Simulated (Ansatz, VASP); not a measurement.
## One calculation of SiC, two programs

```xyz
4
Lattice="3.1984 0.0000 0.0000 -1.5992 2.7699 0.0000 0.0000 0.0000 5.0174" Properties=species:S:1:pos:R:3 pbc="T T T"
Si    0.0000    1.8466   -0.0111
Si    1.5992    0.9233    2.4976
C     0.0000    1.8466    1.8926
C     1.5992    0.9233    4.4013
```

Change from the starting cell: epitaxial_xy strain +4.0%.

Alike in both runs: task single point; functional PBE; k mesh 12 × 12 × 6; occupations fermi-dirac, width 0.02 eV; no spin polarisation.

|  | VASP | Ansatz |
| --- | --- | --- |
| version | VASP 6.6.1 | Ansatz 0.2.0 |
| potentials or method | VASP PAW PBE potentials, release 64 (Si, C) | plane waves, PAW |
| plane-wave cutoff (eV) | 520 | 420 |
| valence electrons in the cell | 16 | 16 |

Ansatz gave:

* gap on the k mesh at the Fermi level (eV): 2.21
* pressure (GPa): -10.6
* largest component of the traceless stress (GPa): 13.35
* rms of the force components (eV/Å): 0.028

**Question.** What did VASP give for the same quantities?

**Answer.** gap on the k mesh at the Fermi level (eV): 2.20; pressure (GPa): -10.6; largest component of the traceless stress (GPa): 13.41; rms of the force components (eV/Å): 0.028.

Atom by atom the forces differ by 0.000 eV/Å (rms over components). The functional is the same, so the differences come from potentials, cutoffs and numerics.

A k mesh can miss the band edges.
